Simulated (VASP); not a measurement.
A run of VASP 6.6.1:

File INCAR:

```
SYSTEM = Nb
  PREC = Accurate
  ENCUT = 520
  EDIFF = 1E-7
  ISMEAR = 1
  SIGMA = 0.1
  LREAL = .FALSE.
  LASPH = .TRUE.
  NELM = 80
  ALGO = Fast
  ISIF = 2
  LWAVE = .FALSE.
  LCHARG = .FALSE.
  MAGMOM = 0 0 0
  LORBIT = 11
  LSORBIT = .TRUE.
  GGA_COMPAT = .FALSE.
  LMAXMIX = 4
  GGA = PE
  LOPTICS = .TRUE.
  NEDOS = 2000
  CSHIFT = 0.05
```

Contents of KPOINTS:

```
regular mesh
0
G
  14 14 14
  0 0 0
```

File POSCAR:

```
Nb                                      
1.0
   -1.6550000000      1.6550000000      1.6550000000
    1.6550000000     -1.6550000000      1.6550000000
    1.6550000000      1.6550000000     -1.6550000000
  Nb            
     1
Direct
     0.0000000000000000    0.0000000000000000    0.0000000000000000
```

Potentials or basis: VASP PAW PBE potentials, release 64 (Nb_sv).

The run is started by

```console
$ cat potpaw_PBE.64/Nb_sv/POTCAR > POTCAR
$ mpirun -np 1 vasp_ncl > vasp.out
```

Hardware: 1 thread of Intel(R) Xeon(R) Platinum 8488C (Sapphire Rapids), with other jobs on the host.

Task: Estimate the wall time of this run.

Result: Wall time 3.2 min on 1 thread of Intel(R) Xeon(R) Platinum 8488C (Sapphire Rapids), on a shared host, peak memory 0.3 GiB. Counts: scf iterations 30, k points 104.
